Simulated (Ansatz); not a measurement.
The elements of this relaxed crystal are hidden behind letters.

```
lattice vectors (Å)
   4.4480    0.0000    0.0000
   0.0000    4.4480    0.0000
   0.0000    0.0000    4.4480
fractional positions
X 0.1360 0.1360 0.1360
X 0.3640 0.8640 0.6360
X 0.6360 0.3640 0.8640
X 0.8640 0.6360 0.3640
Z 0.8407 0.8407 0.8407
Z 0.6593 0.1593 0.3407
Z 0.3407 0.6593 0.1593
Z 0.1593 0.3407 0.6593
```

Level of theory: DFT PBE, scalar-relativistic, plane waves, PAW (Ansatz 0.2.0). The final run on the 8-atom cell used 420 eV, a Γ-centred 8×8×8 mesh, 0.01 eV smearing and no spin polarisation.

| Property | Result |
| --- | --- |
| Space group | P2_13 (No. 198) |
| Conventional cell | a = 4.448 Å |
| Volume per atom | 11.00 Å³ |
| Density | 6.33 g/cm³ |
| Formation energy | −0.511 eV/atom |
| Gap on the 8×8×8 mesh of the 8-atom cell | 0.17 eV |

Energies are uncorrected and count from the elements' standard states at the same level.

Question: X is a d-block element of period 4 and Z is a p-block element of period 3. Which elements are they?

Answer: X = Fe, Z = Si, so the formula is FeSi, here in the FeSi (B20) type. Density times volume gives a mean mass of 6.33 × 11.00/1.6605 = 41.9 u per atom, and this set has 42.0 u. Fe has 4 Si at 2.27–2.31 Å, 3 Si at 2.50 Å and 6 Fe at 2.73 Å; around Si lie 4 Fe at 2.27–2.31 Å, 3 Fe at 2.50 Å and 6 Si at 2.76 Å. Other sets within the hints have nearly the same mass, so mass alone doesn't settle it; this one was computed.

Kohn–Sham gaps at this level usually fall short of measured ones. Trial moments died out on the coarse mesh, so the last step has no spin; another magnetic start might hold. A later test with randomly moved atoms came back to the same energy, though modes that don't fit the test's cell weren't probed.
